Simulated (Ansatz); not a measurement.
## A C vacancy in 4H-SiC, 95 atoms, charge +2

The calculation used Ansatz, DFT, PBEsol, PAW, plane waves.

Command:

```sh
ansatz run in.yaml --threads 32 --pin off --max-ram 171000MiB --runs-dir r --events-out ev --progress --plain --backend cuda --devices 0,
```

The input less its lattice and atoms:

```yaml
crystal:
  symmetry: { detect: false }
kpoints:
  mp_grid: { grid: [1, 1, 1], shift: [0.25, 0.25, 0.25] }
hamiltonian:
  xc: pbesol
total_charge: 2
scf:
  occupations: { method: fermi_dirac, width: 0.01 }
relax:
  f_tol: 0.03
  max_steps: 80
  escape_saddle: false
  adjacent_minimum: "off"
output:
  forces: true
  eigenvalues: true
  populations: true
  charged_corrections: { epsilon: 9.7 }
```

Start:

```xyz
95
Lattice="9.2342 0.0000 0.0000 0.0000 10.6627 0.0000 0.0000 0.0000 10.0759" Properties=species:S:1:pos:R:3 pbc="T T T"
Si    0.0013    0.0078    5.0449
Si    3.0535    0.0002    5.0563
Si    1.5212    2.6927    5.0514
Si    9.2113    5.3498    5.0412
Si    6.1462    0.0254    5.0131
Si    4.6222    2.6466    5.0337
Si    3.0646    5.3487    5.0042
Si    1.5344    7.9961    5.0669
Si    7.6947    2.6544    5.0436
Si    6.1524    5.3177    5.0578
Si    4.6288    7.9791    5.0387
Si    7.6659    8.0114    5.0554
Si    9.2261    1.8016    2.5045
Si    3.0941    1.7440    2.4997
Si    1.5602    4.4435    2.5393
Si    9.2128    7.1226    2.5344
Si    6.1740    1.7371    2.5449
Si    4.6600    4.4445    2.5339
Si    3.0647    7.1132    2.5516
Si    1.5347    9.7866    2.5249
Si    7.7093    4.4463    2.5185
Si    6.1552    7.1562    2.4999
Si    4.5987    9.7531    2.5066
Si    7.6710    9.7520    2.5543
Si    1.5429    0.8760    7.5481
Si    9.2303    3.5944    7.5493
Si    4.6113    0.8858    7.5243
Si    3.0847    3.5380    7.5334
Si    1.5492    6.2297    7.5468
Si    9.2290    8.8717    7.5501
Si    7.7273    0.8907    7.5316
Si    6.1932    3.5892    7.5426
Si    4.6245    6.2066    7.5667
Si    3.0763    8.8961    7.5301
Si    7.6731    6.2603    7.5659
Si    6.1603    8.8701    7.5586
Si    9.2217   10.6340    0.0264
Si    3.1046    0.0020   10.0683
Si    1.5673    2.6451   10.0596
Si    0.0282    5.3417   10.0656
Si    6.1378   10.6476    0.0056
Si    4.6221    2.6312   10.0657
Si    3.0827    5.3262   10.0688
Si    1.5329    8.0050   10.0412
Si    7.6752    2.6435   10.0720
Si    6.1669    5.3409    0.0144
Si    4.6568    7.9817    0.0223
Si    7.7120    8.0207   10.0437
C     0.0396    0.0437    1.9061
C     3.0925    0.0153    1.9048
C     1.5526    2.6773    1.9019
C     9.2265    5.3501    1.8793
C     6.2210    0.0031    1.8494
C     4.6333    2.6482    1.8758
C     3.0717    5.3169    1.8677
C     1.5219    8.0154    1.8744
C     7.7209    2.6931    1.8427
C     6.1637    5.3270    1.9060
C     4.5878    8.0158    1.8630
C     7.6459    8.0215    1.9094
C     0.0062   10.6550    6.9611
C     3.0692    0.0020    6.9391
C     1.5563    2.6427    6.9251
C     0.0085    5.2839    6.9250
C     6.1193    0.0117    6.9201
C     4.6296    2.6569    6.9381
C     3.0843    5.3508    6.9088
C     1.5150    8.0237    6.9476
C     7.6992    2.6427    6.9306
C     6.1955    5.3258    6.9198
C     4.6353    8.0007    6.9404
C     7.7072    7.9737    6.9373
C     9.2094    1.7894    4.3955
C     3.0635    1.7930    4.4438
C     1.5284    4.4362    4.4234
C     0.0038    7.1402    4.4542
C     6.1421    1.7640    4.4150
C     3.0776    7.1417    4.4093
C     1.5270    9.7879    4.4075
C     7.6828    4.4673    4.4289
C     6.1404    7.1158    4.4218
C     4.6003    9.7788    4.4184
C     7.7069    9.7673    4.4448
C     1.5349    0.8976    9.4120
C     9.2002    3.5655    9.4366
C     4.6006    0.8766    9.4572
C     3.0804    3.5543    9.4554
C     1.5435    6.2357    9.4737
C     9.2300    8.8852    9.4529
C     7.6734    0.8660    9.4741
C     6.1717    3.5537    9.4512
C     4.5901    6.2185    9.4546
C     3.0810    8.9050    9.4486
C     7.6740    6.1788    9.4670
C     6.1727    8.8974    9.4584
```

Steps:

| step | energy less the first (eV) | largest force component (eV/Å) |
| --- | --- | --- |
| start | 0.000 | 2.011 |
| 1 | -1.539 | 1.164 |
| 2 | -2.017 | 0.081 |
| 3 | -2.018 | 0.029 |

End:

```xyz
95
Lattice="9.2342 0.0000 0.0000 0.0000 10.6627 0.0000 0.0000 0.0000 10.0759" Properties=species:S:1:pos:R:3 pbc="T T T"
Si    0.0024   10.6588    5.0434
Si    3.0809   10.6528    5.0464
Si    1.5288    2.6601    5.0524
Si    9.2296    5.3512    5.0502
Si    6.1531   10.6539    5.0467
Si    4.6210    2.5621    5.0785
Si    2.9923    5.3857    5.0748
Si    1.5308    8.0029    5.0464
Si    7.7100    2.6550    5.0502
Si    6.2391    5.3776    5.0717
Si    4.6176    8.0122    5.0513
Si    7.7022    8.0060    5.0476
Si    0.0019    1.7717    2.5161
Si    3.0665    1.7732    2.5108
Si    1.5285    4.4384    2.5104
Si    9.2339    7.1142    2.5157
Si    6.1699    1.7722    2.5097
Si    4.6182    4.4463    2.4030
Si    3.0792    7.1263    2.5109
Si    1.5388    9.7759    2.5148
Si    7.7074    4.4343    2.5077
Si    6.1557    7.1265    2.5116
Si    4.6175    9.7808    2.5166
Si    7.6964    9.7778    2.5155
Si    1.5341    0.8866    7.5629
Si    9.2335    3.5522    7.5642
Si    4.6164    0.8770    7.5624
Si    3.0660    3.5494    7.5649
Si    1.5294    6.2307    7.5604
Si    9.2336    8.8894    7.5627
Si    7.6988    0.8854    7.5624
Si    6.1680    3.5485    7.5650
Si    4.6159    6.2372    7.5643
Si    3.0758    8.8912    7.5632
Si    7.7019    6.2306    7.5620
Si    6.1558    8.8913    7.5640
Si    9.2339   10.6623   10.0754
Si    3.0736    0.0033   10.0750
Si    1.5342    2.6625   10.0736
Si    0.0001    5.3286   10.0733
Si    6.1601    0.0028   10.0748
Si    4.6173    2.6711   10.0623
Si    3.0796    5.3323   10.0602
Si    1.5393    8.0039   10.0737
Si    7.7004    2.6611   10.0723
Si    6.1521    5.3324   10.0633
Si    4.6166    8.0082   10.0738
Si    7.6940    8.0047    0.0001
C     0.0013   10.6620    1.8882
C     3.0795    0.0039    1.8886
C     1.5388    2.6681    1.8887
C     0.0018    5.3352    1.8877
C     6.1560    0.0030    1.8879
C     4.6189    2.6653    1.9083
C     3.0759    5.3360    1.9075
C     1.5401    7.9972    1.8877
C     7.6992    2.6654    1.8862
C     6.1618    5.3367    1.9089
C     4.6178    8.0023    1.8881
C     7.6952    7.9985    1.8893
C     9.2335   10.6619    6.9265
C     3.0765    0.0059    6.9277
C     1.5366    2.6664    6.9300
C     9.2320    5.3316    6.9283
C     6.1550    0.0059    6.9277
C     4.6169    2.6848    6.9251
C     3.0920    5.3242    6.9238
C     1.5399    7.9981    6.9272
C     7.6967    2.6657    6.9291
C     6.1399    5.3237    6.9236
C     4.6154    8.0032    6.9299
C     7.6908    7.9986    6.9283
C     0.0047    1.7735    4.4126
C     3.0758    1.7968    4.4067
C     1.5462    4.4388    4.4103
C     9.2332    7.1120    4.4127
C     6.1627    1.7950    4.4054
C     3.0951    7.1057    4.4065
C     1.5455    9.7733    4.4111
C     7.6908    4.4243    4.4022
C     6.1409    7.1048    4.4073
C     4.6176    9.7792    4.4129
C     7.6908    9.7806    4.4110
C     1.5376    0.8900    9.4525
C     0.0002    3.5560    9.4525
C     4.6173    0.8966    9.4563
C     3.0780    3.5564    9.4542
C     1.5421    6.2200    9.4524
C     9.2339    8.8845    9.4523
C     7.6962    0.8893    9.4518
C     6.1571    3.5570    9.4548
C     4.6167    6.2235    9.4541
C     3.0781    8.8902    9.4526
C     7.6914    6.2197    9.4582
C     6.1556    8.8899    9.4531
```

The run converged.

Time: 4.4 s of wall time on one NVIDIA GB300 with 32 processor threads, on a host shared with other runs; peak host memory 2 GiB.

Problem. How much energy did the relaxation gain, and which atom moved most?

Solution. 2.02 eV in 3 steps, from a start with small random displacements; atom 18 (Si) moved 0.14 Å, the median atom 0.03 Å (drift of the whole cell removed).

The one k point has no symmetry partners, which can distort the end along one axis.
